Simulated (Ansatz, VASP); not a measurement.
## Two plane-wave programs on Ca

INCAR

```
SYSTEM = Ca
ALGO     = Fast           ! electronic algorithm
EDIFF    = 1E-6           ! SCF threshold, eV
EDIFFG   = -0.01          ! ionic threshold
ENCUT    = 600            ! plane-wave cutoff, eV
GGA      = PS             ! functional
IBRION   = 2              ! ionic algorithm
ISIF     = 3              ! what is computed and relaxed
ISMEAR   = 0              ! smearing method
LASPH    = .TRUE.         ! aspherical terms in the spheres
LCHARG   = .FALSE.        ! write CHGCAR
LREAL    = .FALSE.        ! projectors in reciprocal space
LWAVE    = .FALSE.        ! write WAVECAR
NELM     = 60             ! most SCF steps
NSW      = 80             ! ionic steps
PREC     = Accurate       ! precision mode
SIGMA    = 0.1            ! smearing width, eV
```

The input KPOINTS:

```
k-points
0
G
  14 14 14
  0 0 0
```

Contents of POSCAR:

```
Ca
1.0
   -2.1721846081      2.1721846081      2.1721846081
    2.1721846081     -2.1721846081      2.1721846081
    2.1721846081      2.1721846081     -2.1721846081
Ca
1
Direct
    0.0000000000      0.0000000000      0.0000000000
```

Input for Ansatz:

```yaml
crystal:
  lattice:
    - [-2.1721846081, 2.1721846081, 2.1721846081]
    - [2.1721846081, -2.1721846081, 2.1721846081]
    - [2.1721846081, 2.1721846081, -2.1721846081]
  atoms:
    - { symbol: Ca, position: [0.0, 0.0, 0.0] }
basis:
  ecutwfc: 420
kpoints:
  mp_grid: { grid: [14, 14, 14] }
hamiltonian:
  xc: pbesol
scf:
  occupations: { method: gaussian, width: 0.1 }
output:
  forces: true
  stress: true
  eigenvalues: true
relax:
  adjacent_minimum: "off"
  f_tol: 0.01
  max_steps: 60
  cell: { stress_tol: 0.1 }
```

Alike in both runs: task relaxation of cell and atoms; functional PBEsol; k mesh 14 × 14 × 14; occupations gaussian, width 0.1 eV; no spin polarisation.

|  | VASP | Ansatz |
| --- | --- | --- |
| version | VASP 6.6.1 | Ansatz 0.2.0 |
| potentials or method | VASP PAW PBE potentials, release 64 (Ca_sv) | scalar-relativistic, plane waves, PAW |
| plane-wave cutoff (eV) | 600 | 420 |
| valence electrons in the cell | 10 | 10 |

|  | VASP | Ansatz | Ansatz less VASP |
| --- | --- | --- | --- |
| gap on the k mesh at the Fermi level, each at its own relaxed structure (eV) | none | none | - |
| relaxed volume (Å³/atom) | 40.40 | 40.38 | -0.026 |
| relaxed cell length with the largest relative difference (Å) | 3.744 | 3.743 | -0.0008 |

A gap of «none» marks a metal or a gap that the smearing closes.

Caveats: the PAW data sets were made with another functional, which shifts forces and pressure a little (VASP).
